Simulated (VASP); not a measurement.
Set up this calculation in VASP 6.6.1, as the native input.

- Task: single point
- Functional: PBE
- Potentials or basis: VASP PAW PBE potentials, release 64 (Fe, Si)
- Cutoff: 520 eV
- k mesh: 6 × 6 × 6
- Occupations: fermi-dirac, width 0.05 eV
- Spin: collinear spin, ferromagnetic start
- Starting moments: [4.5, 4.5, 4.5, 4.5, 0.0, 0.0, 0.0, 0.0] μB
- Further INCAR settings: ALGO = Normal; EDIFF = 1e-07; NBANDS = 38

The structure of FeSi lies in POSCAR:

```
FeSi
1.0
    4.5507000000      0.0000000000      0.0000000000
    0.0000000000      4.5507000000      0.0000000000
    0.0000000000      0.0000000000      4.5507000000
Fe Si
4 4
Direct
    0.8634800000      0.6365200000      0.3634800000
    0.6365200000      0.3634800000      0.8634800000
    0.3634800000      0.8634800000      0.6365200000
    0.1365200000      0.1365200000      0.1365200000
    0.1576000000      0.3424000000      0.6576000000
    0.3424000000      0.6576000000      0.1576000000
    0.6576000000      0.1576000000      0.3424000000
    0.8424000000      0.8424000000      0.8424000000
```

The input as run:

INCAR

```
SYSTEM = FeSi
  ALGO = Normal
  EDIFF = 1E-7
  ENCUT = 520
  GGA = PE
  ISIF = 2
  ISMEAR = -1
  ISPIN = 2
  LASPH = .True.
  LCHARG = .False.
  LMAXMIX = 4
  LORBIT = 11
  LREAL = .False.
  LWAVE = .False.
  MAGMOM = 4.5 4.5 4.5 4.5 0 0 0 0
  NBANDS = 38
  NELM = 100
  PREC = Accurate
  SIGMA = 0.05
```

KPOINTS

```
k-points
0
Gamma
  6 6 6
  0 0 0
```

Potentials or basis: VASP PAW PBE potentials, release 64 (Fe, Si).

Run with:

```console
$ cat potpaw_PBE.64/Fe/POTCAR potpaw_PBE.64/Si/POTCAR > POTCAR
$ mpirun -np 1 vasp_std > vasp.out
```

Results of the run:

```yaml
Pressure: -10.3 GPa
Largest_force: 0.095 eV/Å
Band_gap_on_the_k_mesh: none (metal or under the smearing width)
Net_moment: 3.73 μB per cell
Site_moments: Fe +1.03; Si -0.05 μB
Valence_electrons_inside_the_program's_atomic_spheres: Fe 7.47; Si 1.60
```

Caveat: the moment fell far below its start of 4.5 μB, so a state of higher moment may lie lower in energy.

Run time: 4.9 min on 1 thread of Intel(R) Xeon(R) Platinum 8175M CPU @ 2.50GHz (Skylake/Cascade Lake) (shared host), peak memory 0.3 GiB.
